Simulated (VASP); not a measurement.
Input of a VASP 6.6.1 run:

File INCAR:

```
SYSTEM = KF
PREC = Accurate ; ENCUT = 600
EDIFF = 1E-6 ; ISMEAR = 0
SIGMA = 0.02 ; LREAL = .FALSE.
LASPH = .TRUE. ; NELM = 100
ALGO = Fast ; ISIF = 3
LWAVE = .FALSE. ; LCHARG = .FALSE.
IBRION = 2 ; NSW = 100
EDIFFG = -0.005
```

Contents of KPOINTS:

```
regular mesh
0
G
  8 8 8
  0 0 0
```

The input POSCAR:

```
KF
1.0
    0.0000000000      2.6735000000      2.6735000000
    2.6735000000      0.0000000000      2.6735000000
    2.6735000000      2.6735000000      0.0000000000
K F
1 1
Direct
    0.0000000000      0.0000000000      0.0000000000
    0.5000000000      0.5000000000      0.5000000000
```

Potentials or basis: VASP PAW LDA potentials, release 64 (K_sv, F).

Launch:

```bash
$ cat potpaw_LDA.64/K_sv/POTCAR potpaw_LDA.64/F/POTCAR > POTCAR
$ mpirun -np 1 vasp_std > vasp.out
```

Predict the space group after relaxing (to 0.05 Å).

Fm-3m (No. 225).

Predict the relaxed volume.

17.24 Å³/atom.

Predict the relaxed cell.

a = 3.653 Å, b = 3.653 Å, c = 3.653 Å, α = 60.00°, β = 60.00°, γ = 60.00°.

Estimate the band gap on the k mesh.

6.34 eV, direct.

Step by step:
```tsv
step	energy change (eV)	largest force (eV/Å)	pressure (GPa)	volume (Å³)
1	0.0000	0.0000	-3.56	38.22
2	-0.0377	0.0000	-1.62	35.92
3	-0.0452	0.0000	0.00	34.48
```

A k mesh can miss the band edges. LDA usually gives volumes a few per cent too small.
